In the familiar picture of diamond, every carbon atom turns one s and three p orbitals into four equal bonds. That picture describes the filled valence band as a whole, whereas the electrons that are easiest to remove come from its upper edge. A density-functional calculation with a meta-GGA functional sorts the charge near that edge by its angular character. ("Sodium" in the caption is the release name of the code; the crystal is pure carbon.) *Which character prevails near the edge, and by how much?*

exciting sodium; functional TASK, dispersion none, spin orbit no, k mesh 12x12x12, occupations gaussian, smearing width 0.1 eV, potentials all electron LAPW+lo, shipped-species-files, job dos, window floor -6 eV.

```
projection name  projection electrons (e)  projection band centre (eV)
           C1 s                     0.030                       -4.360
           C1 p                     0.650                       -3.870
           C1 d                     0.020                       -3.610
           C2 s                     0.030                       -4.360
           C2 p                     0.650                       -3.870
           C2 d                     0.020                       -3.610
```

Each row belongs to one atom and one character: s, p or d. The projection electrons are those found inside a sphere around the nucleus, in states between the floor of an energy window and the top of the valence band. For the first atom p holds 0.65 e, s holds 0.03 e and d holds 0.02 e, so p makes up about 93% of the projected charge. The second atom is equivalent to the first by symmetry, and its rows repeat the result without adding evidence.

*Is there then twenty times more p than s, or thirty times?* The electron counts all end in a zero in the third decimal, which suggests that they were rounded to hundredths. An s count of 0.03 e may then stand for anything between 0.025 and 0.035 e, and the ratio of p to s lies between about 18 and 26. "Roughly twenty" is as much as the numbers allow. Rounding alone can't reverse the order of s and d, but it leaves their ratio anywhere between 1 and about 2.3.

*Does so little s character contradict the four equal bonds?* It does not, because the window covers only the upper 6 eV of a valence band more than 20 eV wide. In a free carbon atom the 2s level lies well below the 2p level, and the crystal keeps a trace of that order: states near the bottom of the band are rich in s, states near the top are rich in p. The four equal bonds emerge only when all these states are taken together. The ratio of s to p in the table therefore describes the upper part of the band and not the hybridisation of a bond.

*Where are the other electrons?* The rows add up to 1.40 e per cell, although the two atoms bring 8 valence electrons. One part of the difference is a matter of space: about 44% of the valence charge lies between the spheres, where no atom is credited with it.

The other part is a matter of energy. One sphere holds 2.25 valence electrons when states of all energies are counted, and the window shows 0.70 of them. Nearly all the rest must sit in states below the floor. Even a window reaching down to the bottom of the band would thus bring the count to about 2.25 e per atom and not to four. A projected count is a measure of character, and reading it as the charge of an atom would turn neutral carbon into a strongly charged ion.

*Is s merely scarce at the very top of the band, or is it excluded?* Symmetry gives a sharp answer in the limiting case of the topmost state itself. In diamond this state lies at the centre of the Brillouin zone, where the wave vector $k$ is zero, and, with spin–orbit coupling left out as in this run, it is threefold degenerate. Its three partners transform into one another under the rotations and reflections about an atom, just as the coordinates $x$, $y$ and $z$ do. The three p orbitals behave in this way, whereas an s orbital is left unchanged by every one of these operations and so cannot take part.

The same rule admits some d character. At a site with four tetrahedral neighbours, the products $yz$, $zx$ and $xy$ transform like $x$, $y$ and $z$, so three of the d functions may mix with p. This does not mean that carbon fills a 3d shell. The small d count describes how the p-like charge is distorted by the bonds, together with the tails of neighbouring orbitals that reach into the sphere.

*Why, then, does the s charge lie deepest?* The projection band centre is the mean energy of each kind of charge within the window, counted from the valence top. It lies at −4.36 eV for s, −3.87 eV for p and −3.61 eV for d. If the orbital mix were the same at every energy, the three centres would coincide. Their separation shows that the mix changes with depth, and that s gains weight on the way down.

The limiting case at the top explains how this gain begins. A small step away from $k=0$ lowers the symmetry and lets the p-like state mix with states that contain s. To first order the admixed amplitude is proportional to $k$, so the s weight, being its square, grows as $k^2$. Near the top of the band the depth $\varepsilon$ below the edge also grows as $k^2$ in every direction. Averaged over all directions and over the three bands that meet at the top, the s share is therefore proportional to the depth.

It remains to count the states. Those within a depth $\varepsilon$ fill a volume in $k$ space proportional to $k^3$, that is, to $\varepsilon^{3/2}$, and their density in energy is the derivative of this, proportional to $\varepsilon^{1/2}$. The p and d charge, already allowed at the top, should follow this density. The s charge carries the extra factor $\varepsilon$ and should follow $\varepsilon^{3/2}$.

For a charge density proportional to $\varepsilon^m$, cut off at a floor of depth $W$, the mean depth is

$$
\bar\varepsilon=\frac{\int_0^W \varepsilon^{m+1}\,d\varepsilon}{\int_0^W \varepsilon^{m}\,d\varepsilon}=\frac{m+1}{m+2}\,W .
$$

The floor of this run lies at $W=5.96$ eV. For s, with $m=3/2$, the mean depth is $(2.5/3.5)\times5.96=4.26$ eV. For p and d, with $m=1/2$, it is $0.6\times5.96=3.58$ eV. No centre from the table enters these estimates; they need only the symmetry of the topmost state, the parabolic shape of the band edge and the position of the floor. They do, however, carry laws that hold only close to the valence top through the whole 6 eV window, so they can be no more than a rough guide.

This simple estimate puts s below p, as the calculation does, and comes within about 0.1 eV of the s centre. It sets the two centres too far apart, though: 0.68 eV instead of 0.49 eV. Over all rows its typical (root-mean-square) miss is 0.18 eV, against 0.32 eV if one common centre, the charge-weighted mean of the table, is assumed for all three characters. The comparison favours a mix that changes with energy, though three distinct centres are a modest test of the exact powers.

The largest miss, 0.29 eV, belongs to p, and it is instructive. Since p supplies almost all of the projected charge, its centre is practically that of the upper band as a whole. That it lies deeper than the estimate suggests that the states crowd towards the floor more strongly than a parabola allows. This is normal for a real band: away from the zone centre its slope stops growing and falls again, and where a band runs flat many states share nearly the same energy. The same crowding should pull the s centre down as well, and that centre does lie slightly deeper than estimated.

The d centre agrees with the estimate to a few hundredths of an electronvolt, but this agreement should not be taken at face value. If d kept a fixed share of the p-like states, it would follow them down to −3.87 eV. It stays 0.26 eV higher, so the d share must shrink with depth, an effect that the model leaves out. Two departures from the model, the crowding of states and the fading of d, nearly cancel in this row.

*What would change if the window or the spheres were chosen differently?* Raising the floor towards the valence top would squeeze out the s charge and leave p with a little d. Integrating the two power laws gives a p count proportional to $W^{3/2}$ and an s count proportional to $W^{5/2}$, so halving $W$ would about double the ratio of p to s. Lowering the floor to the bottom of the band would do the opposite, because it would let in the s-rich states. All centres would then move down, that of s most of all.

The centres are thus properties of the band and the window together. In the model, a floor lower by 0.1 eV shifts them by 0.06 to 0.07 eV, several units in the second decimal, the last one that seems to carry information. Centres from two calculations of the same crystal can be compared only if both windows end at the same depth below the valence top. That needs care, because this run counts its window from a Fermi energy placed in the middle of the gap: a functional that gave a wider gap would bring the floor closer to the valence top. Nor are the centres orbital energies, since a window that stops at −6 eV cannot return a centre below −6 eV, however deep most of the s charge may lie.

The sphere radius acts on the counts in a different way. Close to the nucleus an s wave is finite, a p wave grows in proportion to the distance and a d wave as its square. In the limit of a very small sphere of radius $R$, the enclosed charges therefore scale as $R^3$, $R^5$ and $R^7$. Shrinking the spheres far enough would remove d first and p next, and would raise the apparent share of s although the crystal had not changed. A comparison of characters between two runs of the same crystal needs equal radii as well as equal windows.

*Would silicon in place of carbon show the same order?* Silicon has the same crystal structure, its topmost valence state also lies at the zone centre, and it has the same symmetry. The rule that excludes s there rests on this symmetry and not on the element, so s should again start from zero and gain weight with depth. The amounts would differ. The valence band of silicon is much narrower, roughly 12 eV, so a 6 eV window would reach about halfway down it and should collect a larger share of s. A fairer comparison would end both windows at the same fraction of the band width and scale the spheres with the bond length, so that a difference in character isn't mistaken for one in reach or in sphere size.
